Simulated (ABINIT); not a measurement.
# InAs (F-43m) in ABINIT: further runs, part 2 of 2

ABINIT 10.8.3 (patched build). Earlier steps stand in the parts before.

## Step 4: Band structure, r2SCAN

run.abi reads:

```
# Datasets: ground state, then fixed potential
ndtset 2

# Pseudopotentials
pp_dirpath "./"
pseudos "In_ONCV_PBE-1.2.upf, As_ONCV_PBE-1.2.upf"

# Structure
acell 4.2680965312 4.2680965312 4.2680965312 Angstrom
rprim
     0.0000000000     0.7071067812     0.7071067812
     0.7071067812     0.0000000000     0.7071067812
     0.7071067812     0.7071067812     0.0000000000
ntypat 2
znucl 49 33
natom 2
typat 1 2
xred
     0.0000000000     0.0000000000     0.0000000000
     0.7500000000     0.7500000000     0.7500000000

# Plane-wave basis
ecut 42.0

# Exchange and correlation
ixc -497498
usekden 1

# Bands and occupations
occopt 3
tsmear 0.05 eV

# SCF cycle
nstep 100

# Output
iomode 3
prtwf 0
prteig 0
prtebands 0
enunit 1
prtden1 1
prtkden1 1

# Dataset 1
kptopt1 1
ngkpt1 6 6 6
nshiftk1 1
shiftk1 0.0 0.0 0.0
nband1 13
tolvrs1 1.0e-9

# Dataset 2: bands along G-X-W-K-G-L-U-W-L-K
iscf2 -2
getden2 1
getkden2 1
nband2 19
nbdbuf2 4
tolwfr2 1.0e-11
kptopt2 -9
ndivsm2 5
prteig2 1
kptbounds2
     0.0000000000     0.0000000000     0.0000000000
     0.5000000000     0.0000000000     0.5000000000
     0.5000000000     0.2500000000     0.7500000000
     0.3750000000     0.3750000000     0.7500000000
     0.0000000000     0.0000000000     0.0000000000
     0.5000000000     0.5000000000     0.5000000000
     0.6250000000     0.2500000000     0.6250000000
     0.5000000000     0.2500000000     0.7500000000
     0.5000000000     0.5000000000     0.5000000000
     0.3750000000     0.3750000000     0.7500000000
```

Potentials or basis: SG15 NC PBE v1.2.

Launch:

```console
$ mpirun --bind-to none -np 4 abinit run.abi > log 2>&1
```

run.abo:

```text
.Version 10.8.3 of ABINIT
 DATASET    1 : space group F-4 3 m (#216); Bravais cF (face-center cubic)
================================================================================
 Values of the parameters that define the memory need for DATASET  1.
     intxc =       0    ionmov =       0      iscf =       7    lmnmax =       6
     lnmax =       6     mgfft =      48  mpssoang =       3    mqgrid =    3001
     natom =       2  nloc_mem =       1    nspden =       1   nspinor =       1
    nsppol =       1      nsym =      24    n1xccc =       0    ntypat =       2
    occopt =       3   xclevel =       2
       mpw =        4852          nfft =      110592          nkpt =          16
================================================================================
================================================================================

 DATASET    2 : space group F-4 3 m (#216); Bravais cF (face-center cubic)
================================================================================
 Values of the parameters that define the memory need for DATASET  2.
     intxc =       0    ionmov =       0      iscf =      -2    lmnmax =       6
     lnmax =       6     mgfft =      48  mpssoang =       3    mqgrid =    3001
     natom =       2  nloc_mem =       1    nspden =       1   nspinor =       1
    nsppol =       1      nsym =      24    n1xccc =       0    ntypat =       2
    occopt =       3   xclevel =       2
       mpw =        4865          nfft =      110592          nkpt =          87
================================================================================
================================================================================

--------------------------------------------------------------------------------
------------- Echo of variables that govern the present computation ------------
--------------------------------------------------------------------------------
 -outvars: echo values of preprocessed input variables --------
            acell      8.0655335229E+00  8.0655335229E+00  8.0655335229E+00 Bohr
              amu      1.14820000E+02  7.49215900E+01
             ecut      4.20000000E+01 Hartree
           enunit           1
           getden1          0
           getden2          1
          getkden1          0
          getkden2          1
             iscf1          7
             iscf2         -2
                       outvar_i_n : Printing only first  50 k-points.
              ixc     -497498
           jdtset        1    2
                       outvar_i_n : Printing only first  50 k-points.
           kptopt1          1
           kptopt2         -9
         kptrlatt        6    0    0      0    6    0      0    0    6
          kptrlen1     4.83932011E+01
          kptrlen2     3.00000000E+01
            natom           2
            nband1         13
            nband2         19
           nbdbuf1          0
           nbdbuf2          4
           ndtset           2
           ndivsm1          0
           ndivsm2          5
            ngfft          48      48      48
             nkpt1         16
             nkpt2         87
            nstep         100
             nsym          24
           ntypat           2
           occopt           3
        prtebands           0
           prteig1          0
           prteig2          1
          prtkden           1
            prtwf           0
            rprim      0.0000000000E+00  7.0710678120E-01  7.0710678120E-01
[... 910 lines left out ...]
 -5.4051E-02  4.4003E-02  9.3900E-02  2.5442E-01  3.3678E-01  4.5404E-01
  4.5914E-01  4.7555E-01  5.6090E-01  6.6771E-01  7.1862E-01  7.2791E-01
  7.3978E-01

Result for kinetic energy density :

--------------------------------------------------------------------------------
 Total kinetic energy density [Ha/Bohr^3]
)     Maximum=    3.3151E+00  at reduced coord.    0.0625    0.9375    0.9583
)     Minimum=    8.1151E-04  at reduced coord.    0.2500    0.2500    0.2500
   Integrated=    3.4622E+01
--------------------------------------------------------------------------------

--- !ResultsGS
iteration_state: {dtset: 2, }
comment   : Summary of ground state results
lattice_vectors:
- [  0.0000000,   5.7031934,   5.7031934, ]
- [  5.7031934,   0.0000000,   5.7031934, ]
- [  5.7031934,   5.7031934,   0.0000000, ]
lattice_lengths: [   8.06553,    8.06553,    8.06553, ]
lattice_angles: [ 60.000,  60.000,  60.000, ] # degrees, (23, 13, 12)
lattice_volume:   3.7100888E+02
convergence: {deltae:  0.000E+00, res2:  0.000E+00, residm:  9.992E-12, diffor:  0.000E+00, }
etotal    :  -5.82564258E+01
entropy   :   0.00000000E+00
fermie    :   1.72344804E-01
cartesian_stress_tensor: null
pressure_GPa: null
xred      :
- [  0.0000E+00,   0.0000E+00,   0.0000E+00, In]
- [  7.5000E-01,   7.5000E-01,   7.5000E-01, As]
cartesian_forces: null
force_length_stats: {min: null, max: null, mean: null, }
...

 Integrated electronic density in atomic spheres:
 ------------------------------------------------
 Atom  Sphere_radius  Integrated_density
    1        2.00000          9.90066617
    2        2.00000          2.42155993
================================================================================

 ----iterations are completed or convergence reached----

 Mean square residual over all n,k,spin=   52.183E-13; max=  99.922E-13
 reduced coordinates (array xred) for    2 atoms
       0.000000000000      0.000000000000      0.000000000000
       0.750000000000      0.750000000000      0.750000000000

 cartesian coordinates (angstrom) at end:
    1      0.00000000000000     0.00000000000000     0.00000000000000
    2      4.52700000004158     4.52700000004158     4.52700000004158
 length scales=  8.065533522905  8.065533522905  8.065533522905 bohr
              =  4.268096531200  4.268096531200  4.268096531200 angstroms
 Eigenvalues (   eV  ) for nkpt=  87  k points:
 kpt#   1, nband= 19, wtk=  1.00000, kpt=  0.0000  0.0000  0.0000 (reduced coord)
  -9.67619   -9.67619   -9.67619   -9.51509   -9.51509   -7.89918    4.44652    4.65388
   4.65388    4.65388    8.70906    8.70906    8.70906   12.42575   14.99411   14.99411
  15.80453   15.80453   15.80453
 kpt#   2, nband= 19, wtk=  1.00000, kpt=  0.0357  0.0000  0.0357 (reduced coord)
  -9.68120   -9.67498   -9.67498   -9.51551   -9.51474   -7.87841    3.97096    4.59683
   4.59683    5.12831    8.63382    8.78667    8.78667   12.54409   14.55027   15.00890
  15.84664   15.84664   16.14244
 kpt#   3, nband= 19, wtk=  1.00000, kpt=  0.0714  0.0000  0.0714 (reduced coord)
  -9.69548   -9.67142   -9.67142   -9.51685   -9.51370   -7.81689    3.40908    4.43895
   4.43895    5.68358    8.43474    9.00612    9.00612   12.86554   13.86292   15.05321
  15.97294   15.97294   16.54391
 kpt#   4, nband= 19, wtk=  1.00000, kpt=  0.1071  0.0000  0.1071 (reduced coord)
  -9.71715   -9.66567   -9.66567   -9.51918   -9.51203   -7.71685    2.85020    4.21058
   4.21058    6.21969    8.16575    9.33688    9.33688   13.07667   13.46835   15.12678
  16.18340   16.18340   16.85095
 kpt#   5, nband= 19, wtk=  1.00000, kpt=  0.1429  0.0000  0.1429 (reduced coord)
[... 317 lines left out ...]
   2.91520    7.15222    9.64809   11.29825   11.52018   13.44366   15.08670   16.67101
  18.31635   19.69413   21.21040
 kpt#  85, nband= 19, wtk=  1.00000, kpt=  0.4028  0.4028  0.6944 (reduced coord)
  -9.90650   -9.61226   -9.59915   -9.53168   -9.50352   -5.80965   -1.38244    1.25293
   2.77498    7.08774    9.72170   11.58194   11.75043   13.15972   15.02553   17.44801
  18.64530   19.95233   20.81460
 kpt#  86, nband= 19, wtk=  1.00000, kpt=  0.3889  0.3889  0.7222 (reduced coord)
  -9.91319   -9.60721   -9.59355   -9.53634   -9.50176   -5.73551   -1.42749    1.17126
   2.65299    7.00124    9.51396   11.97311   12.16573   12.93288   15.07125   18.04732
  19.05300   20.01743   20.39377
 kpt#  87, nband= 19, wtk=  1.00000, kpt=  0.3750  0.3750  0.7500 (reduced coord)
  -9.91836   -9.60288   -9.58961   -9.54041   -9.49958   -5.69302   -1.47081    1.19738
   2.55516    6.92300    9.16416   12.35518   12.49386   12.94045   15.26288   18.16941
  19.55469   19.80741   20.13048

== END DATASET(S) ==============================================================
================================================================================

 -outvars: echo values of variables after computation  --------
            acell      8.0655335229E+00  8.0655335229E+00  8.0655335229E+00 Bohr
           etotal1    -5.8256425843E+01
            fcart1    -0.0000000000E+00 -0.0000000000E+00 -0.0000000000E+00
                      -0.0000000000E+00 -0.0000000000E+00 -0.0000000000E+00
            rprim      0.0000000000E+00  7.0710678120E-01  7.0710678120E-01
                       7.0710678120E-01  0.0000000000E+00  7.0710678120E-01
                       7.0710678120E-01  7.0710678120E-01  0.0000000000E+00
           strten1    -6.4612870247E-05 -6.4612870247E-05 -6.4612870247E-05
                       0.0000000000E+00  0.0000000000E+00  0.0000000000E+00
           xangst      0.0000000000E+00  0.0000000000E+00  0.0000000000E+00
                       4.5270000000E+00  4.5270000000E+00  4.5270000000E+00
             xred      0.0000000000E+00  0.0000000000E+00  0.0000000000E+00
                       7.5000000000E-01  7.5000000000E-01  7.5000000000E-01
 Calculation completed.
```

Run time: 2.2 min. Hardware: 4 MPI ranks of Arm Neoverse V2, shared host; peak memory 0.48 GiB.

Results:

```
Free energy                                           : -1585.2381 eV
Pressure                                              : 1.9 GPa
Band gap on the k mesh                                : none (metal or under the smearing width)
Valence electrons inside the program's atomic spheres : In 9.90; As 2.42
```

Levels at the corners of the path, in eV from the Fermi level:
```
point  band 5  band 6  band 7  band 8  band 9  band 10  band 11  band 12  band 13  band 14
    Γ  -14.20  -12.59   -0.24   -0.04   -0.04    -0.04     4.02     4.02     4.02     7.74
    X  -14.18  -10.37   -6.29   -2.53   -2.53     1.71     2.12     9.73     9.75     9.75
    W  -14.19  -10.31   -6.16   -3.15   -3.08     4.33     4.60     5.26     6.38    10.43
    K  -14.19  -10.38   -6.16   -3.49   -2.13     2.23     4.47     7.67     7.80     8.25
    Γ  -14.20  -12.59   -0.24   -0.04   -0.04    -0.04     4.02     4.02     4.02     7.74
    L  -14.20  -10.95   -6.17   -1.12   -1.12     0.95     4.91     4.91     7.28     9.50
    U  -14.19  -10.38   -6.16   -3.49   -2.13     2.23     4.47     7.67     7.80     8.25
    W  -14.19  -10.31   -6.16   -3.15   -3.08     4.33     4.60     5.26     6.38    10.43
    L  -14.20  -10.95   -6.17   -1.12   -1.12     0.95     4.91     4.91     7.28     9.50
    K  -14.19  -10.38   -6.16   -3.49   -2.13     2.23     4.47     7.67     7.80     8.25
```

Caveat: the potentials were made for another functional, which shifts forces and pressure; spin-orbit coupling is left out, which moves the levels of the heavy elements.

## Step 5: Band structure, r2SCAN

Changes to run.abi since step 4:

```diff
@@ -5,3 +5,3 @@
 pp_dirpath "./"
-pseudos "In_ONCV_PBE-1.2.upf, As_ONCV_PBE-1.2.upf"
+pseudos "In.upf, As.upf"
 
@@ -22,3 +22,3 @@
 # Plane-wave basis
-ecut 42.0
+ecut 50.0
 
@@ -27,2 +27,4 @@
 usekden 1
+nc_xccc_gspace 1
+boxcutmin 3.0
 
@@ -49,3 +51,3 @@
 shiftk1 0.0 0.0 0.0
-nband1 13
+nband1 18
 tolvrs1 1.0e-9
@@ -56,3 +58,3 @@
 getkden2 1
-nband2 19
+nband2 24
 nbdbuf2 4
```

Potentials or basis: PseudoDojo NC SR PBE v0.4.1 standard.

Launch:

```console
$ mpirun --bind-to none -np 4 abinit run.abi > log 2>&1
```

It took 17 min on 4 MPI ranks of Arm Neoverse V2, shared host; peak memory 1.2 GiB.

It converged, with:

- Free energy: -4763.5052 eV
- Pressure: 1.3 GPa
- Band gap on the k mesh: none (metal or under the smearing width)
- Valence electrons inside the program's atomic spheres: In 9.94; As 12.40

Levels at the corners of the path, in eV from the Fermi level:
```tsv
point	band 12	band 13	band 14	band 15	band 16	band 17
Γ	-0.12	-0.04	-0.04	-0.04	4.21	4.21
X	-6.14	-2.46	-2.46	1.82	2.24	9.74
W	-6.00	-3.08	-2.99	4.40	4.64	5.40
K	-6.01	-3.41	-2.07	2.35	4.55	7.78
Γ	-0.12	-0.04	-0.04	-0.04	4.21	4.21
L	-6.04	-1.07	-1.07	1.09	5.05	5.05
U	-6.01	-3.41	-2.07	2.35	4.55	7.78
W	-6.00	-3.08	-2.99	4.40	4.64	5.40
L	-6.04	-1.07	-1.07	1.09	5.05	5.05
K	-6.01	-3.41	-2.07	2.35	4.55	7.78
```

Caveat: a meta-GGA on potentials with a model core is unreliable; the potentials were made for another functional, which shifts forces and pressure; spin-orbit coupling is left out, which moves the levels of the heavy elements.

## Step 6: Overview

```csv
potentials or basis,cutoff (eV),fine-grid cutoff,gap on the mesh (eV),pressure (GPa)
"Ansatz PAW PBE default generated set, frozen core",490,979.61 eV,0.27,2.2
JTH PAW PBE v2.0,707,1306.15 eV,0.25,2.1
SG15 NC PBE v1.2,1143,-,none,1.9
PseudoDojo NC SR PBE v0.4.1 standard,1361,-,none,1.3
```

Alike in all rows: task band structure; level r2SCAN; no spin polarisation; cell as given; k mesh 6 × 6 × 6; smearing fermi-dirac 0.05 eV.

Caveats: spin-orbit coupling is left out, which moves the levels of the heavy elements; totals of a meta-GGA on PAW files have another zero than those of a GGA (some runs); the PAW data sets were made with another functional, which shifts forces and pressure a little (some runs); the potentials were made for another functional, which shifts forces and pressure (some runs); the atomic spheres overlap (some runs); a meta-GGA on potentials with a model core is unreliable (some runs).

Absolute energies hang on the potentials; compare differences alone.

## Step 7: Against experiment

Step 2. Against the measured gap of InAs, 0.418 eV (direct; 4.2 K; a printed reference work, data compilation), the calculated 0.27 eV is off by -0.15 eV. Spin-orbit coupling on As, In is left out. The value is that of r2SCAN, without temperature or zero-point motion.

Step 3. Against the measured gap of InAs, 0.418 eV (direct; 4.2 K; a printed reference work, data compilation), the calculated 0.25 eV is off by -0.17 eV. Spin-orbit coupling on As, In is left out. The value is that of r2SCAN, without temperature or zero-point motion.
